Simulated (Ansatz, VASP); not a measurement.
ClO: VASP beside Ansatz

File INCAR:

```
PREC = Accurate
ENCUT = 520
EDIFF = 1E-6
ISMEAR = 0
SIGMA = 0.1
LREAL = False
LASPH = True
NELM = 100
ALGO = Normal
ISIF = 2
LWAVE = False
LCHARG = False
GGA = PS
NBANDS = 14
```

The input KPOINTS:

```
Automatic mesh
0
Gamma
  7 7 7
```

POSCAR

```
ClO
1.0
    3.1852167900      0.0000000000      0.0000000000
    0.0000000000      3.1852167900      0.0000000000
    0.0000000000      0.0000000000      3.1852167900
Cl O
1 1
Direct
    0.0000000000      0.0627900746      0.0000000000
    0.5000000016      0.5000000016      0.5000000016
```

Input for Ansatz:

```yaml
crystal:
  lattice:
    - [3.18521679, 0.0, 0.0]
    - [0.0, 3.18521679, 0.0]
    - [0.0, 0.0, 3.18521679]
  atoms:
    - { symbol: Cl, position: [0.0, 0.06279007464355355, 0.0] }
    - { symbol: O, position: [0.5000000015697519, 0.5000000015697519, 0.5000000015697519] }
kpoints:
  mp_grid:
    grid: [7, 7, 7]
    shift: [0.0, 0.0, 0.0]
hamiltonian:
  xc: pbesol
scf:
  occupations:
    method: gaussian
    width: 0.1
output:
  forces: true
```

The cell comes from a database or a generator and needn't be the stable form of this composition.

Alike in both runs: task single point; functional PBEsol; k mesh 7 × 7 × 7; occupations gaussian, width 0.1 eV; no spin polarisation.

```csv
,VASP,Ansatz
version,VASP 6.6.1,Ansatz 0.2.0
potentials or method,"VASP PAW PBE potentials, release 64 (Cl, O)","plane waves, PAW"
plane-wave cutoff (eV),520,420
valence electrons in the cell,13,13
```

```csv
,VASP,Ansatz,Ansatz less VASP
rms of the force components (eV/Å),0.343,0.344,+0.0006
```

Atom by atom the forces differ by 0.001 eV/Å (rms over components).

Caveats: the PAW data sets were made with another functional, which shifts forces and pressure a little (VASP); an odd number of electrons without spin polarisation forces a metal; a magnetic or distorted state may lie lower.
